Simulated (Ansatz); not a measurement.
KI in Ansatz: convergence with k mesh

Crystal: KI.

```
CELL_PARAMETERS angstrom
4.29120 0.00000 0.00000
0.00000 4.29120 0.00000
0.00000 0.00000 4.29120
ATOMIC_POSITIONS crystal
I 0.50744 0.48678 0.49268
K 0.00179 0.00692 0.00960
```

The cell comes from a database or a generator and needn't be the stable form of this composition.

The cell isn't the ideal one: atoms moved at random, drawn with an rms of 0.05 Å.

- Program: Ansatz 0.2.0
- Task: convergence study
- Functional: PBE
- Potentials or basis: Ansatz NC
- Cutoff: 952 eV (not typed: the program's choice for these potentials)
- k mesh: 2 × 2 × 2
- Occupations: gaussian, width 0.1 eV
- Spin: no spin polarisation

These are the settings of the first run; the series varies k mesh, with any setting tied to it.

Hardware: 2 threads of Intel(R) Xeon(R) Processor @ 2.50GHz (Skylake/Cascade Lake) (shared host).

| k mesh | energy less the tightest run, at zero smearing (meV/atom) | pressure (GPa) | largest force (eV/Å) | gap on the mesh (eV) | SCF cycles | CPU time (s) | peak memory (GiB) |
| --- | --- | --- | --- | --- | --- | --- | --- |
| 2 × 2 × 2 | 206.86 | 2.37 | 0.042 | 3.234 | 7 | 3.9 | 0.35 |
| 3 × 3 × 3 | 24.57 | 0.82 | 0.064 | 3.453 | 7 | 9.1 | 0.34 |
| 4 × 4 × 4 | 4.42 | 0.59 | 0.066 | 3.330 | 7 | 17 | 0.38 |
| 5 × 5 × 5 | 0.85 | 0.54 | 0.067 | 3.390 | 7 | 37 | 0.43 |
| 6 × 6 × 6 | 0.18 | 0.53 | 0.067 | 3.334 | 7 | 60 | 0.53 |
| 7 × 7 × 7 | 0.04 | 0.53 | 0.067 | 3.365 | 7 | 90 | 0.65 |
| 9 × 9 × 9 | 0.00 | 0.52 | 0.067 | 3.353 | 7 | 190 | 1 |
| 10 × 10 × 10 | 0.00 | 0.52 | 0.067 | 3.335 | 7 | 250 | 1.3 |

Against the tightest run, the energy stays within 1 meV/atom from 5 × 5 × 5 on; the pressure stays within 0.1 GPa from 4 × 4 × 4 on; the largest force stays within 0.005 eV/Å from 3 × 3 × 3 on. Not settled before the last step: the gap on the mesh (to 0.01 eV). Meshes of other sizes hit other points, so gaps and Fermi surfaces needn't settle smoothly. The tightest run that finished is the yardstick and may itself not be fully converged.

Caveat, for the tightest run too: spin-orbit coupling is left out, which moves the levels of the heavy elements.
